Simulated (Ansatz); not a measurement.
Here is an Ansatz 0.2.0 calculation.

The input input.yaml:

```yaml
crystal:
  lattice:
    - [4.8126997814, 0.0, 0.0]
    - [0.0, 4.87188446, 0.0]
    - [-0.8628854487, 0.0, 4.9665942755]
  atoms:
    - { symbol: Ti, position: [0.27743526, 0.05280836, 0.21314827] }
    - { symbol: Ti, position: [0.72256474, 0.55280836, 0.28685173] }
    - { symbol: Ti, position: [0.72256474, 0.94719164, 0.78685173] }
    - { symbol: Ti, position: [0.27743526, 0.44719164, 0.71314827] }
    - { symbol: O, position: [0.06383822, 0.17696552, 0.85155674] }
    - { symbol: O, position: [0.93616178, 0.67696552, 0.64844326] }
    - { symbol: O, position: [0.93616178, 0.82303448, 0.14844326] }
    - { symbol: O, position: [0.06383822, 0.32303448, 0.35155674] }
    - { symbol: O, position: [0.44536099, 0.75763174, 0.46677186] }
    - { symbol: O, position: [0.55463901, 0.25763174, 0.03322814] }
    - { symbol: O, position: [0.55463901, 0.24236826, 0.53322814] }
    - { symbol: O, position: [0.44536099, 0.74236826, 0.96677186] }
hamiltonian:
  xc: revpbe
  pseudopotentials: { kind: paw }
kpoints:
  mp_grid: { grid: [6, 6, 6] }
  band_path:
    path:
      - [[0.0, 0.0, 0.0], [0.0, 0.0, 0.5], [-0.4309152065, 0.0, 0.5772602652], [-0.5, 0.0, 0.5], [-0.5, 0.5, 0.5], [-0.5690847935, 0.5, 0.4227397348], [-0.5, 0.5, 0.0], [-0.5, 0.0, 0.0], [-0.5690847935, 0.0, 0.4227397348]]
      - [[-0.4309152065, 0.5, 0.5772602652], [0.0, 0.5, 0.5], [0.0, 0.5, 0.0]]
      - [[0.0, 0.0, 0.5], [0.0, 0.5, 0.5]]
    npoints: 10
scf:
  occupations: { method: fermi_dirac, width: 0.05 }
  n_extra_bands: 30
output:
  forces: true
  stress: true
  eigenvalues: true
  fatbands: false
```

Potentials or basis: Ansatz PAW.

Launch:

```console
$ ansatz run input.yaml --threads 4 --pin off --max-ram 11264MiB --backend cpu --events-out ev --progress --plain --runs-dir out
```

What does it give for the largest force?

0.124 eV/Å.

Predict the band gap on the k mesh.

2.33 eV, indirect (least direct gap 2.40 eV).

Estimate the pressure.

8.1 GPa.

Stress tensor (GPa, compression positive):
```
8.00 0.00 0.15
0.00 8.18 0.00
0.15 0.00 8.18
```

Caveat: the pressure holds a Pulay correction of +0.7 GPa for the finite cutoff; the PAW data sets come from PBE, with cores solved anew for the run's functional, which leaves a small shift of forces and pressure. As with any semilocal functional, this revPBE gap is likely too small.
